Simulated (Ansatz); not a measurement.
# La2O3: eigenvalues along the path

```yaml
crystal:
  lattice:
    - [3.93000, 0.00000, 0.00000]
    - [-1.96500, 3.40348, 0.00000]
    - [0.00000, 0.00000, 6.12000]
  atoms:
    - { symbol: La, position: [0.33333, 0.66667, 0.25000] }
    - { symbol: La, position: [0.66667, 0.33333, 0.75000] }
    - { symbol: O, position: [0.25000, 0.25000, 0.00000] }
    - { symbol: O, position: [0.75000, 0.00000, 0.00000] }
    - { symbol: O, position: [0.00000, 0.75000, 0.00000] }
```

Atom numbers follow the list: La1, La2, O3, O4, O5.

The cell comes from COD entry 1010278, which wasn't checked; take it as a given geometry. It is an old determination, and later ones may differ.

No spin–orbit coupling, which matters for the heavy atoms here.

Level of theory: Ansatz 0.2.0, DFT, PBEsol, all-electron LAPW, scalar-relativistic.

Settings: a Γ-centred 6×6×4 k mesh, Fermi–Dirac smearing of 0.02 eV, basis error target 1 meV/atom, no spin polarisation; the mesh is coarse along some axis.

Path points, in fractions of the reciprocal vectors: Γ (0.000, 0.000, 0.000), M (0.500, 0.000, 0.000), K (0.333, 0.333, 0.000), A (0.000, 0.000, 0.500), L (0.500, 0.000, 0.500), H (0.333, 0.333, 0.500). Levels in eV from the Fermi level; bands 25 to 48, counted from the lowest band of the run. The gap is zero.

```
# k(1/Å) point b25 b26 b27 b28 b29 b30 b31 b32 b33 b34 b35 b36 b37 b38 b39 b40 b41 b42 b43 b44 b45 b46 b47 b48
0.000 Γ -18.90 -18.90 -16.07 -16.07 -15.99 -15.68 -14.38 -14.38 -7.57 -7.04 -7.04 -6.96 -4.33 -4.33 -2.19 -1.36 0.78 0.91 0.91 1.75 1.75 2.37 2.37 2.43
0.066 - -18.92 -18.91 -16.09 -16.07 -15.99 -15.64 -14.38 -14.38 -7.58 -7.10 -7.01 -6.87 -4.34 -4.32 -2.18 -1.35 0.79 0.87 0.91 1.71 1.76 2.36 2.37 2.46
0.132 - -18.99 -18.94 -16.14 -16.08 -16.00 -15.54 -14.39 -14.37 -7.61 -7.16 -6.93 -6.73 -4.39 -4.30 -2.13 -1.30 0.74 0.79 0.92 1.62 1.80 2.35 2.37 2.49
0.198 - -19.09 -18.99 -16.20 -16.10 -16.01 -15.44 -14.39 -14.35 -7.65 -7.21 -6.82 -6.58 -4.44 -4.26 -2.06 -1.23 0.57 0.77 0.97 1.52 1.87 2.32 2.38 2.51
0.264 - -19.22 -19.05 -16.26 -16.11 -16.02 -15.35 -14.37 -14.33 -7.69 -7.22 -6.70 -6.42 -4.49 -4.21 -1.99 -1.15 0.36 0.71 1.03 1.42 1.94 2.28 2.41 2.53
0.330 - -19.37 -19.11 -16.32 -16.14 -16.03 -15.31 -14.30 -14.30 -7.72 -7.22 -6.58 -6.28 -4.51 -4.13 -1.92 -1.07 0.14 0.63 1.09 1.35 2.03 2.24 2.44 2.55
0.396 - -19.52 -19.18 -16.39 -16.17 -16.03 -15.31 -14.26 -14.19 -7.76 -7.19 -6.46 -6.18 -4.47 -4.04 -1.87 -1.01 -0.04 0.53 1.10 1.33 2.10 2.21 2.49 2.59
0.462 - -19.67 -19.24 -16.46 -16.22 -16.02 -15.36 -14.22 -14.04 -7.79 -7.13 -6.34 -6.13 -4.36 -3.94 -1.83 -1.01 -0.17 0.41 1.07 1.34 2.17 2.21 2.55 2.64
0.527 - -19.81 -19.30 -16.52 -16.27 -16.02 -15.42 -14.17 -13.89 -7.82 -7.07 -6.25 -6.12 -4.20 -3.84 -1.81 -1.07 -0.23 0.28 1.04 1.33 2.21 2.24 2.62 2.69
0.593 - -19.94 -19.36 -16.58 -16.32 -16.02 -15.49 -14.12 -13.73 -7.85 -6.99 -6.25 -6.07 -4.01 -3.75 -1.79 -1.16 -0.26 0.16 1.01 1.30 2.24 2.28 2.68 2.73
0.659 - -20.05 -19.41 -16.63 -16.37 -16.02 -15.55 -14.08 -13.58 -7.88 -6.91 -6.30 -6.00 -3.81 -3.68 -1.77 -1.23 -0.31 0.06 1.00 1.25 2.25 2.31 2.74 2.77
0.725 - -20.14 -19.44 -16.68 -16.41 -16.02 -15.60 -14.04 -13.46 -7.90 -6.83 -6.37 -5.93 -3.65 -3.63 -1.78 -1.23 -0.40 0.00 0.98 1.20 2.26 2.31 2.80 2.82
0.791 - -20.21 -19.47 -16.71 -16.44 -16.02 -15.64 -14.01 -13.37 -7.92 -6.75 -6.44 -5.87 -3.63 -3.49 -1.80 -1.18 -0.52 -0.02 0.97 1.17 2.27 2.31 2.82 2.89
0.857 - -20.24 -19.49 -16.73 -16.47 -16.02 -15.66 -14.00 -13.31 -7.93 -6.68 -6.50 -5.84 -3.63 -3.40 -1.82 -1.10 -0.63 -0.03 0.95 1.16 2.27 2.30 2.83 2.94
0.923 M -20.26 -19.49 -16.73 -16.47 -16.02 -15.67 -13.99 -13.29 -7.93 -6.64 -6.54 -5.82 -3.63 -3.37 -1.82 -1.07 -0.67 -0.04 0.94 1.15 2.27 2.29 2.84 2.97
0.961 - -20.26 -19.50 -16.73 -16.47 -16.02 -15.67 -13.99 -13.29 -7.93 -6.64 -6.53 -5.83 -3.63 -3.37 -1.82 -1.07 -0.67 -0.03 0.95 1.15 2.27 2.30 2.83 2.96
0.999 - -20.25 -19.51 -16.73 -16.47 -16.03 -15.66 -13.98 -13.29 -7.93 -6.64 -6.52 -5.85 -3.63 -3.37 -1.79 -1.06 -0.67 -0.03 0.95 1.16 2.27 2.30 2.83 2.96
1.037 - -20.25 -19.54 -16.72 -16.47 -16.06 -15.65 -13.97 -13.29 -7.92 -6.65 -6.51 -5.88 -3.64 -3.38 -1.76 -1.05 -0.66 -0.02 0.97 1.17 2.26 2.32 2.81 2.95
1.075 - -20.24 -19.57 -16.71 -16.47 -16.08 -15.64 -13.95 -13.29 -7.91 -6.65 -6.49 -5.92 -3.64 -3.39 -1.71 -1.03 -0.65 0.00 0.98 1.18 2.26 2.34 2.79 2.94
1.113 - -20.23 -19.62 -16.69 -16.47 -16.12 -15.62 -13.92 -13.29 -7.90 -6.65 -6.46 -5.96 -3.65 -3.39 -1.65 -1.01 -0.63 0.01 1.00 1.20 2.25 2.37 2.76 2.93
1.151 - -20.21 -19.66 -16.68 -16.47 -16.16 -15.61 -13.89 -13.30 -7.90 -6.65 -6.43 -6.01 -3.66 -3.41 -1.59 -0.98 -0.61 0.02 1.02 1.22 2.25 2.40 2.73 2.92
1.190 - -20.20 -19.71 -16.66 -16.47 -16.20 -15.60 -13.85 -13.31 -7.89 -6.64 -6.40 -6.07 -3.67 -3.42 -1.51 -0.95 -0.59 0.03 1.05 1.23 2.25 2.44 2.69 2.90
1.228 - -20.18 -19.76 -16.64 -16.47 -16.24 -15.59 -13.80 -13.32 -7.88 -6.63 -6.37 -6.12 -3.68 -3.45 -1.44 -0.92 -0.57 0.03 1.08 1.24 2.26 2.48 2.65 2.89
1.266 - -20.16 -19.82 -16.61 -16.47 -16.28 -15.58 -13.75 -13.34 -7.87 -6.62 -6.35 -6.18 -3.68 -3.47 -1.37 -0.88 -0.54 0.02 1.10 1.25 2.27 2.51 2.61 2.88
1.304 - -20.14 -19.87 -16.59 -16.47 -16.33 -15.57 -13.70 -13.36 -7.87 -6.59 -6.32 -6.23 -3.68 -3.50 -1.30 -0.83 -0.52 0.00 1.13 1.25 2.28 2.55 2.58 2.87
1.342 - -20.11 -19.91 -16.56 -16.47 -16.37 -15.57 -13.65 -13.39 -7.86 -6.57 -6.31 -6.28 -3.68 -3.53 -1.24 -0.78 -0.51 -0.03 1.16 1.24 2.30 2.56 2.57 2.87
1.380 - -20.09 -19.96 -16.54 -16.48 -16.41 -15.57 -13.59 -13.42 -7.86 -6.53 -6.34 -6.29 -3.66 -3.56 -1.20 -0.72 -0.52 -0.05 1.18 1.24 2.32 2.54 2.58 2.89
1.418 - -20.06 -20.00 -16.51 -16.48 -16.44 -15.57 -13.54 -13.46 -7.86 -6.49 -6.39 -6.28 -3.64 -3.59 -1.17 -0.66 -0.54 -0.07 1.20 1.23 2.34 2.54 2.57 2.91
1.456 K -20.03 -20.03 -16.49 -16.49 -16.46 -15.57 -13.50 -13.50 -7.86 -6.44 -6.44 -6.28 -3.62 -3.62 -1.16 -0.60 -0.60 -0.08 1.22 1.22 2.34 2.55 2.55 2.92
1.532 - -20.08 -19.97 -16.51 -16.50 -16.41 -15.57 -13.59 -13.43 -7.86 -6.54 -6.34 -6.29 -3.67 -3.55 -1.20 -0.76 -0.46 -0.06 1.20 1.22 2.33 2.50 2.61 2.87
1.608 - -20.10 -19.89 -16.53 -16.50 -16.35 -15.56 -13.69 -13.40 -7.85 -6.65 -6.29 -6.24 -3.71 -3.49 -1.30 -0.97 -0.33 -0.02 1.20 1.20 2.30 2.44 2.67 2.78
1.684 - -20.09 -19.81 -16.53 -16.49 -16.29 -15.55 -13.79 -13.41 -7.85 -6.75 -6.28 -6.15 -3.74 -3.46 -1.45 -1.15 -0.19 0.01 1.17 1.21 2.28 2.38 2.71 2.71
1.761 - -20.05 -19.73 -16.50 -16.47 -16.23 -15.52 -13.90 -13.47 -7.83 -6.87 -6.25 -6.10 -3.76 -3.50 -1.59 -1.28 -0.05 0.02 1.13 1.24 2.26 2.30 2.64 2.72
1.837 - -19.97 -19.63 -16.45 -16.45 -16.18 -15.49 -14.00 -13.58 -7.82 -6.97 -6.21 -6.09 -3.80 -3.63 -1.69 -1.33 0.02 0.08 1.10 1.27 2.23 2.24 2.60 2.72
1.913 - -19.88 -19.53 -16.41 -16.40 -16.14 -15.44 -14.09 -13.72 -7.80 -7.07 -6.17 -6.13 -3.86 -3.84 -1.75 -1.28 -0.01 0.22 1.09 1.28 2.15 2.24 2.57 2.71
1.989 - -19.75 -19.42 -16.38 -16.33 -16.11 -15.38 -14.16 -13.88 -7.78 -7.14 -6.21 -6.13 -4.08 -3.94 -1.78 -1.18 -0.05 0.34 1.11 1.28 2.10 2.24 2.54 2.68
2.065 - -19.61 -19.31 -16.34 -16.27 -16.08 -15.33 -14.23 -14.05 -7.75 -7.20 -6.32 -6.13 -4.30 -4.03 -1.82 -1.08 -0.05 0.46 1.16 1.24 2.06 2.26 2.49 2.64
2.141 - -19.45 -19.20 -16.30 -16.21 -16.06 -15.30 -14.28 -14.21 -7.73 -7.23 -6.46 -6.20 -4.44 -4.11 -1.87 -1.05 0.05 0.57 1.17 1.24 2.03 2.29 2.42 2.59
2.217 - -19.29 -19.11 -16.26 -16.15 -16.04 -15.31 -14.33 -14.32 -7.70 -7.24 -6.61 -6.33 -4.49 -4.19 -1.94 -1.11 0.25 0.66 1.09 1.34 1.97 2.32 2.36 2.56
2.293 - -19.14 -19.02 -16.21 -16.12 -16.02 -15.39 -14.39 -14.35 -7.66 -7.22 -6.76 -6.51 -4.46 -4.25 -2.03 -1.20 0.48 0.74 1.00 1.46 1.90 2.35 2.35 2.53
2.370 - -19.02 -18.96 -16.16 -16.09 -16.00 -15.51 -14.39 -14.36 -7.62 -7.18 -6.90 -6.69 -4.40 -4.29 -2.11 -1.28 0.70 0.78 0.93 1.59 1.82 2.35 2.36 2.50
2.446 - -18.93 -18.92 -16.10 -16.08 -15.99 -15.63 -14.38 -14.38 -7.59 -7.11 -7.00 -6.85 -4.35 -4.32 -2.17 -1.34 0.79 0.85 0.91 1.70 1.77 2.36 2.36 2.46
2.522 Γ -18.90 -18.90 -16.07 -16.07 -15.99 -15.68 -14.38 -14.38 -7.57 -7.04 -7.04 -6.96 -4.33 -4.33 -2.19 -1.36 0.78 0.91 0.91 1.75 1.75 2.37 2.37 2.43
2.558 - -18.90 -18.90 -16.08 -16.06 -16.01 -15.66 -14.39 -14.37 -7.57 -7.04 -7.03 -6.96 -4.34 -4.32 -2.21 -1.35 0.75 0.91 0.91 1.73 1.78 2.35 2.38 2.43
2.595 - -18.90 -18.90 -16.09 -16.06 -16.05 -15.61 -14.40 -14.36 -7.55 -7.04 -7.03 -6.96 -4.35 -4.30 -2.24 -1.30 0.68 0.91 0.91 1.72 1.81 2.33 2.39 2.42
2.632 - -18.90 -18.90 -16.12 -16.09 -16.04 -15.56 -14.41 -14.35 -7.54 -7.04 -7.02 -6.96 -4.35 -4.29 -2.30 -1.23 0.58 0.91 0.91 1.71 1.84 2.30 2.40 2.41
2.668 - -18.91 -18.90 -16.18 -16.10 -16.04 -15.49 -14.42 -14.35 -7.51 -7.04 -7.02 -6.96 -4.36 -4.27 -2.36 -1.15 0.45 0.91 0.91 1.71 1.88 2.28 2.40 2.40
2.705 - -18.91 -18.90 -16.25 -16.10 -16.03 -15.43 -14.43 -14.34 -7.49 -7.04 -7.01 -6.96 -4.36 -4.26 -2.42 -1.06 0.31 0.91 0.92 1.72 1.92 2.25 2.39 2.40
2.742 - -18.91 -18.90 -16.32 -16.10 -16.03 -15.38 -14.44 -14.34 -7.45 -7.04 -7.01 -6.97 -4.36 -4.25 -2.47 -0.97 0.16 0.91 0.92 1.73 1.95 2.23 2.38 2.38
2.778 - -18.91 -18.90 -16.38 -16.10 -16.03 -15.33 -14.44 -14.35 -7.41 -7.04 -7.00 -6.97 -4.35 -4.24 -2.53 -0.89 0.02 0.92 0.92 1.75 1.99 2.20 2.36 2.37
2.815 - -18.91 -18.90 -16.43 -16.10 -16.02 -15.28 -14.45 -14.35 -7.37 -7.04 -7.00 -6.98 -4.34 -4.24 -2.57 -0.82 -0.10 0.92 0.92 1.78 2.01 2.18 2.34 2.36
2.852 - -18.90 -18.90 -16.48 -16.10 -16.03 -15.24 -14.44 -14.36 -7.33 -7.03 -7.00 -6.99 -4.33 -4.23 -2.61 -0.77 -0.20 0.92 0.93 1.81 2.04 2.17 2.31 2.35
2.888 - -18.90 -18.90 -16.52 -16.09 -16.03 -15.20 -14.44 -14.37 -7.29 -7.03 -7.01 -7.00 -4.32 -4.23 -2.64 -0.75 -0.27 0.93 0.93 1.85 2.05 2.16 2.27 2.35
2.925 - -18.90 -18.90 -16.55 -16.09 -16.04 -15.18 -14.44 -14.38 -7.25 -7.03 -7.02 -7.00 -4.31 -4.24 -2.66 -0.76 -0.30 0.93 0.93 1.89 2.06 2.15 2.23 2.35
2.962 - -18.90 -18.90 -16.58 -16.08 -16.04 -15.16 -14.43 -14.39 -7.21 -7.05 -7.02 -7.00 -4.29 -4.24 -2.67 -0.78 -0.30 0.93 0.93 1.93 2.06 2.15 2.20 2.34
2.998 - -18.90 -18.90 -16.59 -16.07 -16.05 -15.15 -14.42 -14.40 -7.17 -7.08 -7.01 -7.01 -4.28 -4.25 -2.68 -0.80 -0.30 0.93 0.93 1.98 2.04 2.15 2.17 2.34
3.035 A -18.90 -18.90 -16.60 -16.06 -16.06 -15.14 -14.41 -14.41 -7.15 -7.09 -7.01 -7.01 -4.27 -4.27 -2.68 -0.81 -0.30 0.93 0.93 2.02 2.02 2.16 2.16 2.34
3.101 - -18.92 -18.91 -16.59 -16.07 -16.06 -15.15 -14.41 -14.38 -7.20 -7.11 -6.98 -6.96 -4.28 -4.25 -2.66 -0.78 -0.29 0.90 0.93 1.94 2.02 2.14 2.17 2.39
3.167 - -18.97 -18.94 -16.58 -16.08 -16.07 -15.17 -14.40 -14.32 -7.27 -7.14 -6.90 -6.87 -4.32 -4.22 -2.58 -0.70 -0.27 0.79 0.90 1.79 2.02 2.08 2.20 2.49
3.233 - -19.06 -18.99 -16.57 -16.11 -16.08 -15.21 -14.40 -14.21 -7.35 -7.18 -6.80 -6.75 -4.37 -4.16 -2.45 -0.58 -0.25 0.63 0.86 1.62 2.00 2.05 2.25 2.58
3.299 - -19.18 -19.05 -16.54 -16.15 -16.10 -15.26 -14.39 -14.09 -7.44 -7.21 -6.70 -6.61 -4.43 -4.09 -2.30 -0.43 -0.22 0.44 0.81 1.44 1.92 2.07 2.32 2.65
3.365 - -19.32 -19.12 -16.52 -16.19 -16.11 -15.31 -14.37 -13.96 -7.52 -7.22 -6.59 -6.45 -4.48 -4.01 -2.13 -0.31 -0.19 0.25 0.73 1.27 1.87 2.10 2.39 2.71
3.431 - -19.47 -19.19 -16.50 -16.24 -16.12 -15.36 -14.33 -13.83 -7.60 -7.23 -6.49 -6.30 -4.48 -3.92 -1.95 -0.39 -0.10 0.18 0.63 1.12 1.85 2.15 2.46 2.75
3.497 - -19.63 -19.25 -16.48 -16.29 -16.12 -15.42 -14.29 -13.71 -7.68 -7.21 -6.39 -6.18 -4.43 -3.83 -1.79 -0.59 -0.10 0.27 0.53 1.01 1.88 2.19 2.54 2.78
3.563 - -19.78 -19.31 -16.48 -16.33 -16.13 -15.48 -14.24 -13.61 -7.76 -7.16 -6.30 -6.10 -4.31 -3.76 -1.65 -0.82 -0.14 0.27 0.54 0.92 1.97 2.24 2.61 2.81
3.629 - -19.92 -19.36 -16.48 -16.36 -16.14 -15.53 -14.17 -13.53 -7.83 -7.10 -6.24 -6.06 -4.12 -3.71 -1.55 -1.04 -0.19 0.16 0.63 0.87 2.09 2.30 2.67 2.83
3.694 - -20.04 -19.41 -16.50 -16.37 -16.14 -15.58 -14.11 -13.48 -7.89 -7.01 -6.23 -6.01 -3.92 -3.66 -1.49 -1.23 -0.25 0.05 0.67 0.88 2.20 2.40 2.72 2.86
3.760 - -20.14 -19.45 -16.53 -16.38 -16.15 -15.63 -14.04 -13.44 -7.95 -6.90 -6.27 -5.95 -3.77 -3.57 -1.49 -1.36 -0.32 -0.03 0.64 0.95 2.24 2.55 2.75 2.88
3.826 - -20.22 -19.47 -16.55 -16.38 -16.15 -15.66 -13.98 -13.42 -7.98 -6.79 -6.34 -5.91 -3.75 -3.40 -1.56 -1.40 -0.40 -0.08 0.60 1.01 2.27 2.67 2.78 2.91
3.892 - -20.26 -19.49 -16.56 -16.39 -16.15 -15.68 -13.94 -13.42 -8.01 -6.67 -6.42 -5.88 -3.75 -3.26 -1.63 -1.40 -0.46 -0.10 0.57 1.05 2.28 2.74 2.81 2.94
3.958 L -20.28 -19.49 -16.56 -16.39 -16.15 -15.69 -13.93 -13.42 -8.02 -6.60 -6.48 -5.87 -3.76 -3.21 -1.66 -1.41 -0.48 -0.11 0.56 1.07 2.28 2.75 2.82 2.96
3.996 - -20.28 -19.50 -16.57 -16.38 -16.15 -15.68 -13.93 -13.42 -8.01 -6.60 -6.48 -5.87 -3.76 -3.20 -1.66 -1.40 -0.48 -0.10 0.57 1.07 2.28 2.75 2.82 2.95
4.034 - -20.28 -19.52 -16.57 -16.37 -16.16 -15.67 -13.94 -13.43 -8.00 -6.61 -6.48 -5.88 -3.75 -3.20 -1.65 -1.39 -0.50 -0.09 0.60 1.07 2.28 2.74 2.81 2.95
4.072 - -20.27 -19.55 -16.57 -16.34 -16.16 -15.66 -13.95 -13.44 -7.99 -6.61 -6.48 -5.89 -3.75 -3.19 -1.64 -1.37 -0.53 -0.07 0.64 1.06 2.28 2.73 2.79 2.94
4.110 - -20.27 -19.60 -16.57 -16.31 -16.16 -15.63 -13.96 -13.46 -7.97 -6.61 -6.48 -5.90 -3.74 -3.19 -1.63 -1.34 -0.56 -0.05 0.70 1.06 2.28 2.71 2.78 2.93
4.149 - -20.26 -19.65 -16.58 -16.28 -16.17 -15.60 -13.98 -13.48 -7.94 -6.62 -6.48 -5.92 -3.73 -3.18 -1.61 -1.30 -0.59 -0.03 0.76 1.06 2.28 2.68 2.75 2.91
4.187 - -20.25 -19.70 -16.59 -16.25 -16.17 -15.57 -13.99 -13.50 -7.91 -6.62 -6.48 -5.94 -3.72 -3.18 -1.59 -1.26 -0.63 0.00 0.83 1.06 2.28 2.65 2.73 2.90
4.225 - -20.24 -19.76 -16.60 -16.22 -16.17 -15.53 -14.00 -13.54 -7.88 -6.61 -6.49 -5.97 -3.69 -3.18 -1.58 -1.21 -0.66 0.03 0.89 1.06 2.29 2.62 2.70 2.87
4.263 - -20.22 -19.82 -16.61 -16.20 -16.17 -15.49 -14.01 -13.57 -7.85 -6.61 -6.49 -6.01 -3.66 -3.19 -1.56 -1.15 -0.69 0.05 0.95 1.06 2.30 2.59 2.67 2.85
4.301 - -20.21 -19.88 -16.62 -16.18 -16.17 -15.44 -14.01 -13.61 -7.82 -6.59 -6.49 -6.06 -3.63 -3.21 -1.55 -1.10 -0.72 0.08 1.01 1.07 2.32 2.56 2.64 2.83
4.339 - -20.19 -19.94 -16.62 -16.17 -16.17 -15.41 -14.00 -13.66 -7.80 -6.57 -6.49 -6.11 -3.58 -3.23 -1.53 -1.05 -0.75 0.10 1.06 1.08 2.34 2.53 2.61 2.80
4.377 - -20.17 -19.99 -16.63 -16.16 -16.16 -15.38 -13.98 -13.70 -7.77 -6.53 -6.48 -6.17 -3.53 -3.26 -1.52 -1.00 -0.77 0.12 1.09 1.10 2.36 2.51 2.58 2.78
4.415 - -20.15 -20.03 -16.64 -16.16 -16.15 -15.36 -13.94 -13.75 -7.76 -6.49 -6.48 -6.23 -3.48 -3.29 -1.52 -0.96 -0.81 0.13 1.10 1.12 2.39 2.49 2.55 2.76
4.453 - -20.13 -20.07 -16.64 -16.16 -16.15 -15.35 -13.90 -13.80 -7.75 -6.47 -6.44 -6.31 -3.42 -3.33 -1.51 -0.92 -0.84 0.14 1.11 1.13 2.43 2.48 2.52 2.75
4.491 H -20.10 -20.10 -16.65 -16.15 -16.15 -15.34 -13.85 -13.85 -7.75 -6.47 -6.38 -6.38 -3.38 -3.38 -1.51 -0.88 -0.88 0.14 1.12 1.12 2.46 2.46 2.51 2.74
4.567 - -20.14 -20.05 -16.64 -16.16 -16.15 -15.36 -13.96 -13.74 -7.76 -6.56 -6.41 -6.24 -3.46 -3.31 -1.51 -0.96 -0.80 0.13 1.08 1.15 2.38 2.50 2.53 2.77
4.643 - -20.14 -19.98 -16.62 -16.18 -16.16 -15.38 -14.05 -13.63 -7.77 -6.72 -6.36 -6.11 -3.54 -3.33 -1.50 -1.05 -0.70 0.10 1.00 1.16 2.29 2.50 2.56 2.83
4.720 - -20.10 -19.90 -16.58 -16.19 -16.17 -15.40 -14.14 -13.55 -7.79 -6.87 -6.31 -6.02 -3.59 -3.43 -1.47 -1.11 -0.61 0.07 0.91 1.15 2.17 2.49 2.57 2.90
4.796 - -20.03 -19.81 -16.53 -16.20 -16.20 -15.42 -14.21 -13.49 -7.79 -7.00 -6.24 -5.99 -3.62 -3.61 -1.44 -1.13 -0.51 0.06 0.82 1.14 2.04 2.47 2.57 2.93
4.872 - -19.94 -19.71 -16.47 -16.25 -16.21 -15.43 -14.27 -13.48 -7.78 -7.11 -6.19 -6.02 -3.85 -3.64 -1.44 -1.06 -0.44 0.12 0.71 1.12 1.91 2.45 2.55 2.95
4.948 - -19.82 -19.60 -16.41 -16.29 -16.20 -15.42 -14.31 -13.51 -7.74 -7.19 -6.15 -6.10 -4.09 -3.69 -1.49 -0.91 -0.39 0.23 0.59 1.10 1.79 2.43 2.51 2.94
5.024 - -19.68 -19.48 -16.38 -16.31 -16.19 -15.41 -14.35 -13.59 -7.70 -7.24 -6.21 -6.16 -4.30 -3.75 -1.61 -0.68 -0.33 0.38 0.42 1.10 1.72 2.41 2.44 2.91
5.100 - -19.53 -19.36 -16.43 -16.26 -16.17 -15.38 -14.37 -13.70 -7.63 -7.26 -6.34 -6.23 -4.43 -3.84 -1.78 -0.40 -0.27 0.22 0.54 1.12 1.71 2.36 2.38 2.86
5.176 - -19.38 -19.24 -16.48 -16.20 -16.15 -15.33 -14.38 -13.84 -7.56 -7.26 -6.47 -6.36 -4.48 -3.94 -1.99 -0.23 -0.18 0.07 0.68 1.20 1.75 2.27 2.34 2.79
5.252 - -19.23 -19.13 -16.52 -16.15 -16.13 -15.28 -14.39 -14.00 -7.48 -7.23 -6.60 -6.53 -4.46 -4.04 -2.19 -0.31 -0.22 0.27 0.78 1.35 1.82 2.19 2.29 2.71
5.329 - -19.10 -19.03 -16.55 -16.11 -16.10 -15.23 -14.40 -14.15 -7.39 -7.20 -6.73 -6.71 -4.40 -4.13 -2.39 -0.51 -0.23 0.53 0.85 1.54 1.91 2.13 2.24 2.62
5.405 - -18.99 -18.96 -16.58 -16.08 -16.08 -15.18 -14.40 -14.29 -7.30 -7.15 -6.86 -6.85 -4.33 -4.20 -2.54 -0.67 -0.26 0.75 0.90 1.74 1.99 2.10 2.20 2.52
5.481 - -18.92 -18.92 -16.59 -16.07 -16.07 -15.15 -14.41 -14.38 -7.21 -7.12 -6.96 -6.95 -4.28 -4.25 -2.65 -0.77 -0.29 0.89 0.92 1.92 2.02 2.13 2.17 2.41
5.557 A -18.90 -18.90 -16.60 -16.06 -16.06 -15.14 -14.41 -14.41 -7.15 -7.09 -7.01 -7.01 -4.27 -4.27 -2.68 -0.81 -0.30 0.93 0.93 2.02 2.02 2.16 2.16 2.34
```
